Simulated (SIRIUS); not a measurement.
# PtS2 (P-3m1) in SIRIUS: relaxation of the atoms with PBE+D4

Aim: the relaxation of the atoms of PtS2 with PBE+D4.

Program: SIRIUS 7.12.0. These are calculated values, not measurements. Logs are shortened: lines on timing, memory, paths and dates and some standing lists are left out, and cuts for length are marked. The log counts tension as positive stress, the text compression.

## (1) The undisturbed crystal

It takes space group P-3m1 (No. 164, trigonal). Conventional cell: a = 3.543 Å, b = 3.543 Å, c = 5.039 Å, α = 90.00°, β = 90.00°, γ = 120.00°. Pt (site symmetry -3m) is surrounded by 6 S at 2.34 Å. Around S (site symmetry 3m) lie 3 Pt at 2.34 Å.

## (2) Relaxation of the atoms, PBE+D4 (atoms moved at random)

run.py

```python
import json, subprocess
import numpy as np
from ase.io import read
from ase.units import Bohr, Hartree
from ase.calculators.calculator import Calculator, all_changes, SCFError
from ase.optimize import BFGS
from ase.calculators.mixing import SumCalculator
from dftd4.ase import DFTD4

class Sirius(Calculator):
    """Writes sirius.json, runs sirius.scf and reads output.json. Species files lie in the folder."""
    implemented_properties = ["energy", "free_energy", "forces", "magmom", "magmoms"]

    def __init__(self, settings, start):
        super().__init__()
        self.settings, self.start, self.warm = settings, start, False

    def run(self, atoms, settings, task):
        symbols = atoms.get_chemical_symbols()
        types = sorted(set(symbols))
        spin = settings["parameters"]["num_mag_dims"] > 0
        rows = {t: [] for t in types}
        for s, x, m in zip(symbols, atoms.get_scaled_positions(wrap=False), atoms.get_initial_magnetic_moments()):
            rows[s].append(list(x) + ([0, 0, m] if spin else []))
        cell = dict(lattice_vectors=(atoms.cell[:] / Bohr).tolist(), atom_types=types,
                    atom_files={t: t + ".json" for t in types}, atoms=rows)
        with open("sirius.json", "w") as f:
            json.dump(dict(settings, unit_cell=cell), f, indent=1)
        with open("sirius.log", "a") as log:
            subprocess.run(["sirius.scf", "--input=sirius.json", "--output=output.json", f"--task={task}"],
                           stdout=log, stderr=log, check=True)
        with open("output.json") as f:
            return json.load(f)["ground_state"], np.argsort(np.argsort(symbols, kind="stable"))

    def calculate(self, atoms=None, properties=["energy"], system_changes=all_changes):
        super().calculate(atoms, properties, system_changes)
        if not self.warm or "cell" in system_changes:
            loose = dict(self.settings, parameters={**self.settings["parameters"], **self.start})
            self.run(atoms, loose, task=0)  # loose LDA density as the start
            self.warm = True
        gs, order = self.run(atoms, self.settings, task=1)
        if not gs["converged"]:
            raise SCFError("SIRIUS did not converge")
        e = gs["energy"]
        free = e["free"] * Hartree  # E - TS, whose slope the forces are
        self.results = dict(energy=free, free_energy=free,
                            forces=np.array(gs["forces"])[order] * Hartree / Bohr)
        if "magnetisation" in gs:
            self.results["magmom"] = gs["magnetisation"]["total"][2]
            self.results["magmoms"] = np.array(gs["magnetisation"]["atoms"])[order, 2]
        self.gap, self.fermi = gs["band_gap"] * Hartree, gs["efermi"] * Hartree

settings = {'control': {'processing_unit': 'cpu',
             'std_evp_solver_name': 'lapack',
             'gen_evp_solver_name': 'lapack',
             'verbosity': 1,
             'print_forces': True,
             'ortho_rf': True,
             'use_second_variation': True,
             'rmt_max': 3.0},
 'parameters': {'electronic_structure_method': 'full_potential_lapwlo',
                'xc_functionals': ['XC_GGA_X_PBE', 'XC_GGA_C_PBE'],
                'core_relativity': 'dirac',
                'valence_relativity': 'iora',
                'num_fv_states': 40,
                'smearing': 'fermi_dirac',
                'smearing_width': 0.0018374661,
                'pw_cutoff': 22,
                'gk_cutoff': 4.3,
                'lmax_apw': 11,
                'lmax_rho': 8,
                'lmax_pot': 8,
                'num_mag_dims': 0,
                'auto_rmt': 0,
                'ngridk': [4, 4, 2],
                'shiftk': [0, 0, 0],
                'num_dft_iter': 80,
                'energy_tol': 1e-07,
                'density_tol': 1e-05,
                'use_symmetry': True},
 'settings': {'tol_ne': 1e-10},
 'iterative_solver': {'type': 'exact'},
 'mixer': {'type': 'anderson', 'beta': 0.5, 'max_history': 8}}
start = {'xc_functionals': ['XC_LDA_X', 'XC_LDA_C_PW'],
 'ngridk': [2, 2, 1],
 'gk_cutoff': 3.44,
 'smearing': 'fermi_dirac',
 'smearing_width': 0.0055,
 'energy_tol': 0.01,
 'density_tol': 0.05,
 'num_dft_iter': 30}

from ase import Atoms
atoms = Atoms(['Pt', 'S', 'S'],
              cell=[[3.5432, 0.0, 0.0], [-1.7716, 3.0685012107, 0.0], [0.0, 0.0, 5.0388]],
              scaled_positions=[[-0.000574, -0.00651, 0.010049], [0.667183, 0.331074, 0.771687], [0.335064, 0.671482, 0.234354]], pbc=True)
sirius = Sirius(settings, start)
dispersion = DFTD4(method="pbe")
atoms.calc = SumCalculator([sirius, dispersion])

opt = BFGS(atoms, trajectory="relax.traj")
done = opt.run(fmax=0.03, steps=20)
print("converged", done)
print("scaled positions")
print(atoms.get_scaled_positions())
print("gap", sirius.gap, "eV")
result = dict(done=bool(done), free_energy=atoms.get_potential_energy(), forces=atoms.get_forces().tolist())
result.update(gap=sirius.gap, fermi=sirius.fermi, **{k: np.array(v).tolist() for k, v in sirius.results.items() if "mag" in k})
result['dispersion'] = dispersion.get_potential_energy(atoms)
with open("result.json", "w") as f:
    json.dump(result, f)
```

Potentials or basis: all-electron FP-LAPW, apw+lo standard.

On the command line:

```console
OMP_NUM_THREADS=1 python run.py
```

Log:

```text
Step     Time          Energy          fmax
BFGS:    0  -523688.449092        1.477844
BFGS:    1  -523688.491594        1.052370
BFGS:    2  -523688.541552        0.339214
BFGS:    3  -523688.545153        0.218568
BFGS:    4  -523688.547305        0.103943
BFGS:    5  -523688.547621        0.024997
converged True
scaled positions
[[6.04714940e-04 9.98892740e-01 5.22122984e-03]
 [6.67154115e-01 3.31803979e-01 7.59445658e-01]
 [3.33919873e-01 6.65376625e-01 2.51416593e-01]]
gap 0.6985504829385438 eV
```

sirius.log (last run):

```text
[info] SIRIUS version : 7.12.0
[info] number of MPI ranks           : 1
[info] MPI grid                      : 1 1
[info] maximum number of OMP threads : 1
[fft] FFT context for density and potential
[fft] =====================================
[fft]   plane wave cutoff                     : 22
[fft]   grid size                             : 50 50 72   total : 180000
[fft]   grid limits                           : -24 25   -24 25   -35 36
[fft]   number of G-vectors within the cutoff : 66529
[fft]   number of G-shells                    : 3277
[fft] FFT context for coarse grid
[fft] =====================================
[fft]   plane wave cutoff                     : 8.6
[fft]   grid size                             : 24 24 30   total : 17280
[fft]   grid limits                           : -11 12   -11 12   -14 15
[fft]   number of G-vectors within the cutoff : 3981
[fft]   number of G-shells                    : 248
[unit cell] lattice vectors
[unit cell]   a1 :       6.6956776091      0.0000000000      0.0000000000
[unit cell]   a2 :      -3.3478388045      5.7986269050      0.0000000000
[unit cell]   a3 :       0.0000000000      0.0000000000      9.5219520029
[unit cell] reciprocal lattice vectors
[unit cell]   b1 :       0.9383942409      0.5417821676     -0.0000000000
[unit cell]   b2 :       0.0000000000      1.0835643352      0.0000000000
[unit cell]   b3 :       0.0000000000     -0.0000000000      0.6598631568
[unit cell] unit cell volume :       369.69679782 [a.u.^3]
[unit cell] 1/sqrt(omega)    :         0.05200884
[unit cell] MT volume        :        94.96010851 (25.69%)
[unit cell] IT volume        :       274.73668931 (74.31%)
[unit cell] number of atom types : 2
[unit cell] type id : 0 symbol : Pt mt_radius :   2.140000 num_atoms : 1
[unit cell] type id : 1 symbol :  S mt_radius :   1.860000 num_atoms : 2
[unit cell] total number of atoms : 3
[... 230 lines left out ...]
[find] --------------------------------------------------------------------------------
[find] atom      charge    core leakage
[find] --------------------------------------------------------------------------------
[find]    0   75.099244    2.137573e-06
[find]    1   13.378666    0.000000e+00
[find]    2   13.387433    0.000000e+00
[find] total core leakage    : 2.13757302e-06
[find] interstitial charge   : 8.134916
[find] total charge          : 110.000259
[find] Energy
[find] --------------------------------------------------------------------------------
[find] valence_eval_sum               :    -138.17763779
[find] core_eval_sum                  :  -11646.14290990
[find] kinetic energy                 :   21909.21349601
[find] enuc                           :  -24165.81100510
[find] <rho|V^{XC}>                   :    -533.86296440
[... 34 lines left out ...]
[find] valence_eval_sum               :    -138.20043056
[find] core_eval_sum                  :  -11646.17472592
[find] kinetic energy                 :   21909.08107828
[find] enuc                           :  -24165.87152015
[find] <rho|V^{XC}>                   :    -533.86467146
[find] <rho|E^{XC}>                   :    -408.56468491
[find] <mag|B^{XC}>                   :       0.00000000
[find] <rho|V^{H}>                    :  -33159.59156333
[find] smearing (-TS)                 :      -0.00000416
[find] SCF correction                 :       0.00001546
[find] Total energy                   :  -19245.15089298 (Ha),  -38490.30178595 (Ry)
[find] Free energy (E-TS)             :  -19245.15089714 (Ha),  -38490.30179427 (Ry)
[find] band gap (eV)                  :       0.69855046
[find] Efermi                         :       0.30266841
[find] iteration : 7, RMS (target) : 3.4589e-06 (1.0000e-05) , energy difference (target) : -3.2596e-09 (1.0000e-07)
[find] converged after 8 SCF iterations!
[find] Charges and magnetic moments
[find] --------------------------------------------------------------------------------
[find] atom      charge    core leakage
[find] --------------------------------------------------------------------------------
[find]    0   75.101635    2.137528e-06
[find]    1   13.382527    0.000000e+00
[find]    2   13.382090    0.000000e+00
[find] total core leakage    : 2.13752805e-06
[find] interstitial charge   : 8.133743
[find] total charge          : 109.999995
[find] Energy
[find] --------------------------------------------------------------------------------
[find] valence_eval_sum               :    -138.20043056
[find] core_eval_sum                  :  -11646.17472592
[find] kinetic energy                 :   21909.08107828
[find] enuc                           :  -24165.87152015
[find] <rho|V^{XC}>                   :    -533.86467146
[find] <rho|E^{XC}>                   :    -408.56468491
[find] <mag|B^{XC}>                   :       0.00000000
[find] <rho|V^{H}>                    :  -33159.59156333
[find] smearing (-TS)                 :      -0.00000416
[find] SCF correction                 :       0.00001546
[find] Total energy                   :  -19245.15089298 (Ha),  -38490.30178595 (Ry)
[find] Free energy (E-TS)             :  -19245.15089714 (Ha),  -38490.30179427 (Ry)
[find] band gap (eV)                  :       0.69855046
[find] Efermi                         :       0.30266841
[ground_state]
[ground_state] ==== total Forces in Ha/bohr =====
[ground_state] atom:    0, force:       0.0000981     -0.0003075      0.0003640
[ground_state] atom:    1, force:      -0.0000562      0.0002247      0.0006395
[ground_state] atom:    2, force:      -0.0000412      0.0000808     -0.0010018
```

Pt.json:

```text
{
  "name": "platinum",
  "symbol": "Pt",
  "number": 78,
  "mass": 195.084,
  "rmin": 1e-06,
  "rmt": 2.14,
  "nrmt": 800,
  "rinf": 13.69,
  "core": "1s2s2p3s3p3d4s4p4d",
  "valence": [
    {"basis": [{"enu": 0.08, "dme": 0, "n": 0, "auto": 0}, {"enu": 0.08, "dme": 1, "n": 0, "auto": 0}]},
    {"l": 0, "n": 1, "basis": [{"enu": 0.18, "dme": 0, "n": 0, "auto": 0}]},
    {"l": 1, "n": 2, "basis": [{"enu": 0.18, "dme": 0, "n": 0, "auto": 0}]},
    {"l": 2, "n": 3, "basis": [{"enu": 0.18, "dme": 0, "n": 0, "auto": 0}]},
    {"l": 3, "n": 4, "basis": [{"enu": 0.18, "dme": 0, "n": 0, "auto": 0}]},
    {"l": 4, "n": 5, "basis": [{"enu": 0.18, "dme": 0, "n": 0, "auto": 0}]}
  ],
  "lo": [
    {"l": 0, "basis": [{"enu": 0.18, "dme": 0, "n": 0, "auto": 0}, {"enu": 0.18, "dme": 1, "n": 0, "auto": 0}]},
    {
      "l": 0,
      "basis": [{"enu": -3.3387, "dme": 0, "n": 5, "auto": 1}, {"enu": -3.3387, "dme": 1, "n": 5, "auto": 1}]
    },
    {
      "l": 0,
      "basis": [{"enu": -3.3387, "dme": 1, "n": 5, "auto": 1}, {"enu": 0.18, "dme": 0, "n": 0, "auto": 0}]
    },
    {"l": 0, "basis": [{"enu": 0.18, "dme": 0, "n": 0, "auto": 0}, {"enu": 3.6738, "dme": 0, "n": 0, "auto": 0}]},
    {"l": 1, "basis": [{"enu": 0.18, "dme": 0, "n": 0, "auto": 0}, {"enu": 0.18, "dme": 1, "n": 0, "auto": 0}]},
    {
      "l": 1,
      "basis": [{"enu": -1.6642, "dme": 0, "n": 5, "auto": 1}, {"enu": -1.6642, "dme": 1, "n": 5, "auto": 1}]
    },
    {
      "l": 1,
      "basis": [{"enu": -1.6642, "dme": 1, "n": 5, "auto": 1}, {"enu": 0.18, "dme": 0, "n": 0, "auto": 0}]
    },
    {"l": 1, "basis": [{"enu": 0.18, "dme": 0, "n": 0, "auto": 0}, {"enu": 4.1978, "dme": 0, "n": 0, "auto": 0}]},
    {"l": 2, "basis": [{"enu": 0.18, "dme": 0, "n": 0, "auto": 0}, {"enu": 0.18, "dme": 1, "n": 0, "auto": 0}]},
    {"l": 2, "basis": [{"enu": 0.18, "dme": 1, "n": 0, "auto": 0}, {"enu": 0.18, "dme": 2, "n": 0, "auto": 0}]},
    {"l": 2, "basis": [{"enu": 0.18, "dme": 0, "n": 0, "auto": 0}, {"enu": 3.5864, "dme": 0, "n": 0, "auto": 0}]},
    {"l": 3, "basis": [{"enu": 0.18, "dme": 0, "n": 0, "auto": 0}, {"enu": 0.18, "dme": 1, "n": 0, "auto": 0}]},
    {
      "l": 3,
      "basis": [{"enu": -2.2056, "dme": 0, "n": 4, "auto": 1}, {"enu": -2.2056, "dme": 1, "n": 4, "auto": 1}]
    },
    {
      "l": 3,
      "basis": [{"enu": -2.2056, "dme": 1, "n": 4, "auto": 1}, {"enu": 0.18, "dme": 0, "n": 0, "auto": 0}]
    },
    {"l": 3, "basis": [{"enu": 0.18, "dme": 0, "n": 0, "auto": 0}, {"enu": 5.2459, "dme": 0, "n": 0, "auto": 0}]},
    {"l": 4, "basis": [{"enu": 0.18, "dme": 0, "n": 0, "auto": 0}, {"enu": 0.18, "dme": 1, "n": 0, "auto": 0}]},
    {"l": 4, "basis": [{"enu": 0.18, "dme": 0, "n": 0, "auto": 0}, {"enu": 4.3725, "dme": 0, "n": 0, "auto": 0}]}
  ],
  "free_atom": [... radial grid and density of the free atom, the start of the SCF ...]
}
```

Run time: 14 min. Hardware: 1 thread of Arm Neoverse V2, shared host; peak memory 0.66 GiB.

Results:

```
Free energy                  : -523688.5476 eV
Energy gained by relaxing    : 32.8 meV/atom
Ionic steps                  : 6
Largest force after relaxing : 0.025 eV/Å
Band gap on the k mesh       : 0.70 eV
Dispersion energy per atom   : -0.439 eV
```

Forces on the atoms (eV/Å):
```
Pt   0.005 -0.016  0.019
S   -0.003  0.012  0.001
S   -0.002  0.004 -0.019
```

The path:
```csv
step,energy change (eV),largest force (eV/Å)
1,0.0000,1.4778
2,-0.0425,1.0524
3,-0.0925,0.3392
4,-0.0961,0.2186
5,-0.0982,0.1039
6,-0.0985,0.0250
```

Final structure:
```
CELL_PARAMETERS angstrom
3.54320 0.00000 0.00000
-1.77160 3.06850 0.00000
0.00000 0.00000 5.03880
ATOMIC_POSITIONS crystal
Pt 0.00060 0.99889 0.00522
S 0.66715 0.33180 0.75945
S 0.33392 0.66538 0.25142
```

Caveat: the k mesh is coarse (spacing up to 0.62 Å⁻¹), so the values aren't converged; spin-orbit coupling is left out, which moves the levels of the heavy elements. A k mesh can miss the band edges.
